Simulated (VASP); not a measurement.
# MoS₂: optical spectrum of independent particles, by functional and spin-orbit coupling

MoS₂, R3m (no. 160), 3 atoms in the cell.

| Functional | Spin-orbit coupling | ε at zero frequency, electronic | Mean energy of the absorption, weighted by Im ε (eV) | Direct gap on the mesh (eV) | Time (s) |
|---|---|---|---|---|---|
| PBE | no | 14.18 | 5.63 | 1.71 | 14 |
| LDA | no | 14.49 | 5.60 | 1.71 | 11 |
| PBEsol | no | 14.34 | 5.63 | 1.71 | 13 |
| r2SCAN | no | 13.14 | 5.80 | 1.82 | 74 |
| TPSS | no | 13.99 | 5.66 | 1.72 | 81 |
| PBE | yes | 14.22 | 5.63 | 1.63 | 93 |

Limits: The 6×6×6 mesh is coarse for a spectrum: peaks stand apart that a denser mesh merges, and ε at zero frequency can be far too high; the pull between electron and hole is left out; the onset follows the functional's gap, which semilocal functionals usually make too small; ε is the mean of a tensor that differs by direction.

## Input of the first row

INCAR:
```
  PREC = Accurate
  ENCUT = 300
  ISMEAR = 0
  SIGMA = 0.02
  EDIFF = 1E-7
  LASPH = T
  KPAR = 4
  LWAVE = T
  LCHARG = F
  LOPTICS = T
  ALGO = Normal
  NBANDS = 33
  NEDOS = 2000
  CSHIFT = 0.1
  GGA = PE
```

KPOINTS:
```
k-points
0
Gamma
  6 6 6
```

POSCAR:
```
MoS2
1.0
    1.5800000000      0.9122134253      6.1500000000
   -1.5800000000      0.9122134253      6.1500000000
    0.0000000000     -1.8244268506      6.1500000000
Mo S
1 2
Direct
    0.0000000000      0.0000000000      0.0000000000
    0.4170000000      0.4170000000      0.4170000000
    0.2500000000      0.2500000000      0.2500000000
```

Commands:
```
cat potpaw_PBE.64/Mo_sv/POTCAR potpaw_PBE.64/S/POTCAR > POTCAR
mpirun -np 4 vasp_std > vasp.out
```

Changes of the last row against the first:
```
- NBANDS = 33
+ NBANDS = 66
+ LSORBIT = True
+ MAGMOM = 9*0
+ GGA_COMPAT = False
- vasp_std
+ vasp_ncl
```

VASP 6.6.1 took 14 s on 4 cores (AMD EPYC 9R45 (Zen 5)), a shared host.
